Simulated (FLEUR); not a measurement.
The system is BN.

```
N B
1.0
     0.00000    1.81300    1.81300
     1.81300    0.00000    1.81300
     1.81300    1.81300    0.00000
N B
1 1
Direct
  0.25000 0.25000 0.25000
  0.00000 0.00000 0.00000
```

The cell is a database's computed one.

Program: FLEUR MaX-R8.1 (later development tree). Alike in all runs: potentials or basis all-electron, FLAPW; no spin polarisation; cell as given; smearing fermi-dirac 0.05 eV; kmax 5.26 1/bohr.

Task: Order these runs on this cell by their band gap on the k mesh, lowest first.
A. level PBEsol; k mesh 13 × 13 × 13; muffin-tin radii N 1.37, B 1.37 bohr; lnonsphr N 8, B 8; max iterations 60; mixer history 15; density convergence 1e-05 me/bohr^3; mesh quality not flagged
B. level RPBE; k mesh 13 × 13 × 13; muffin-tin radii N 1.37, B 1.37 bohr; max iterations 60; mixer history 15; density convergence 1e-05 me/bohr^3; mesh quality not flagged
C. level PBE; k mesh 13 × 13 × 13; muffin-tin radii N 1.33, B 1.33 bohr; max iterations 60; mixer history 15; density convergence 1e-05 me/bohr^3; mesh quality not flagged
D. level HSE06; k mesh 6 × 6 × 6; muffin-tin radii N 1.37, B 1.37 bohr; lnonsphr N 8, B 8; max iterations 30; mixer history 15; density convergence 0.0001 me/bohr^3; mesh quality coarse
E. level r2SCAN; k mesh 13 × 13 × 13; muffin-tin radii N 1.37, B 1.37 bohr; lnonsphr N 8, B 8; max iterations 80; mixer history 30; density convergence 0.0001 me/bohr^3; mesh quality not flagged

Result: A (4.35 eV), C (4.53 eV), B (4.73 eV), E (5.05 eV), D (5.76 eV).

Caveats: some runs use coarse meshes; core states are solved in the semilocal potential (some runs); the meta-GGA is that of a development version, with a GGA for the radial functions and cores and without core tails (some runs); an odd mesh through Γ misses points on the zone boundary, where band edges often lie (some runs).

Not every run made on this cell is shown here.
